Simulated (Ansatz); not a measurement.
Phonons of KI (Fm-3m)

```xyz
2
Lattice="0.0000 3.5025 3.5025 3.5025 0.0000 3.5025 3.5025 3.5025 0.0000" Properties=species:S:1:pos:R:3 pbc="T T T"
K     0.0000    0.0000    0.0000
I     3.5025    3.5025    3.5025
```

The conventional cell has a = 7.005 Å, b = 7.005 Å, c = 7.005 Å, α = 90.00°, β = 90.00°, γ = 90.00°. K (atom 1) is surrounded by 6 I at 3.50 Å. I (atom 2) is surrounded by 6 K at 3.50 Å.

Unless marked otherwise, the numbers come from PBEsol, all-electron LAPW in Ansatz 0.2.0, scalar-relativistic. k mesh 6×6×6, fixed occupations, basis error target 1 meV/atom. The cell was relaxed by PAW under this functional.

Atoms are displaced by 0.01 Å in the smallest supercells that hold the wave vectors of a 2×2×2 mesh. Negative values stand for unstable modes. The zone centre has no LO-TO term.

What are the phonon energies at the solved wave vectors, in cm⁻¹?

```tsv
q	point	modes (cm⁻¹)
0.000 0.000 0.000	Gamma	99.3 (×3)
0.500 0.000 0.000	L	51.1 (×2), 64.7, 89.5 (×2), 128.1
0.500 0.500 0.000	X	28.2 (×2), 48.0, 102.5 (×2), 107.3
```

Is the structure dynamically stable at these wave vectors?

Yes, no mode is unstable there; wave vectors off this mesh aren't tested.

How do the optical zone-centre modes decompose, and which are active?

Point group m-3m: Γ_opt = T1u.

| label | cm⁻¹ | activity | mostly |
| --- | --- | --- | --- |
| T1u | 99.3 | IR | K (76 %) |

How well do frozen-core PAW files reproduce these all-electron values?

With a cutoff of 420 eV and displacements of 0.0025 Å, the r.m.s. difference over the modes is 0.0 cm⁻¹; the largest difference is 128.0 (PAW) against 128.1 cm⁻¹ (LAPW).

The cell is scaled evenly to 84.214 and 87.651 Å³ (from 85.932), with free atoms relaxed and the shape held. What are the mode Grüneisen parameters γ = −d ln ω/d ln V?

For the highest mode, 131.4 cm⁻¹ in the small cell and 124.9 in the large one give γ ≈ 1.27. From the change of the dynamical matrix on each mode:

```json
{"point": "Gamma", "cm⁻¹": "99.3", "γ": "2.44"}
{"point": "L", "cm⁻¹": "51.1", "γ": "2.30"}
{"point": "L", "cm⁻¹": "64.7", "γ": "1.41"}
{"point": "L", "cm⁻¹": "89.5", "γ": "2.31"}
{"point": "L", "cm⁻¹": "128.1", "γ": "1.29"}
{"point": "X", "cm⁻¹": "28.2", "γ": "-1.10"}
{"point": "X", "cm⁻¹": "48.0", "γ": "-0.52"}
{"point": "X", "cm⁻¹": "102.5", "γ": "2.52"}
{"point": "X", "cm⁻¹": "107.3", "γ": "2.50"}
```

Weighted by the modes' heat capacities at 300 K, the mean on this mesh is 1.54; it moves with the q mesh, and a coarse one overweights the zone boundary. Rows under −0.05 (2 here) are modes that soften under compression and pull towards negative thermal expansion.

Linear response on PAW files adds the field. What are the dielectric tensor, the Born charges and the LO shift?

ε∞ = (2.95, 2.95, 2.95) along x, y, z with local fields. Born charges (xx, yy, zz): K1 (1.13, 1.13, 1.13); I2 (-1.13, -1.13, -1.13). The highest zone-centre mode lies at 99.3 cm⁻¹ without the macroscopic field and at 134.9 cm⁻¹ with it, for q along x. Lyddane-Sachs-Teller then gives ε₀ = ε∞ (ω_LO/ω_TO)² = 5.46. With the ions free to follow the field, the program's ε₀ is (5.46, 5.46, 5.46).

Known limits: the frozen-core PAW files of the compared runs were fitted under PBE, their cores solved anew for this functional; semilocal gaps are low, and ε∞ tends to come out large.
